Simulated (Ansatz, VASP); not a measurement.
**BAs in VASP and in Ansatz**

INCAR

```
ALGO = Normal ; EDIFF = 1E-6
EDIFFG = -0.01 ; ENCUT = 600
GGA = PE ; IBRION = 2
ISIF = 3 ; ISMEAR = -1
LASPH = T ; LCHARG = F
LREAL = F ; LWAVE = F
NELM = 100 ; NSW = 40
PREC = Accurate ; SIGMA = 0.05
```

KPOINTS

```
k-points
0
Gamma
  10 10 10
```

The input POSCAR:

```
BAs
1.0
    0.0000000000      2.3885000000      2.3885000000
    2.3885000000      0.0000000000      2.3885000000
    2.3885000000      2.3885000000      0.0000000000
As B
1 1
Direct
    0.7500000000      0.7500000000      0.7500000000
    0.0000000000      0.0000000000      0.0000000000
```

The input input.yaml:

```yaml
crystal:
  lattice:
    - [0.0, 2.3885, 2.3885]
    - [2.3885, 0.0, 2.3885]
    - [2.3885, 2.3885, 0.0]
  atoms:
    - { symbol: As, position: [0.75, 0.75, 0.75] }
    - { symbol: B, position: [0.0, 0.0, 0.0] }
hamiltonian:
  xc: pbe
  pseudopotentials: { kind: paw }
kpoints:
  mp_grid: { grid: [10, 10, 10] }
scf:
  occupations: { method: fermi_dirac, width: 0.05 }
output:
  forces: true
  stress: true
  write_density: true
  write_potential: true
  elf: true
  volumetric_format: npy
relax:
  f_tol: 0.01
  max_steps: 40
  cell: { stress_tol: 0.05 }
```

Alike in both runs: task relaxation of cell and atoms; functional PBE; k mesh 10 × 10 × 10; occupations fermi-dirac, width 0.05 eV; no spin polarisation.

```csv
,VASP,Ansatz
version,VASP 6.6.1,Ansatz 0.2.0
potentials or method,"VASP PAW PBE potentials, release 64 (As, B)",Ansatz PAW
plane-wave cutoff (eV),600,420
valence electrons in the cell,8,18
```

Ansatz gave:

* gap on the k mesh at the Fermi level, each at its own relaxed structure (eV): 1.20
* relaxed volume (Å³/atom): 13.90
* relaxed cell length with the largest relative difference (Å): 3.400
* energy change over the relaxation (meV/atom): -2

Question: Which values does VASP return?

Answer: gap on the k mesh at the Fermi level, each at its own relaxed structure (eV): 1.20; relaxed volume (Å³/atom): 13.97; relaxed cell length with the largest relative difference (Å): 3.406; energy change over the relaxation (meV/atom): -4.

The two sets of potentials don't hold the same shells in valence.

Caveats: the plane-wave basis is chosen anew once the cell has moved, so the energies of steps on either side of that aren't comparable (Ansatz). A k mesh can miss the band edges. Zero-point motion and thermal expansion aren't in these numbers. A hybrid or GW would open this gap; PBE tends to underestimate it.
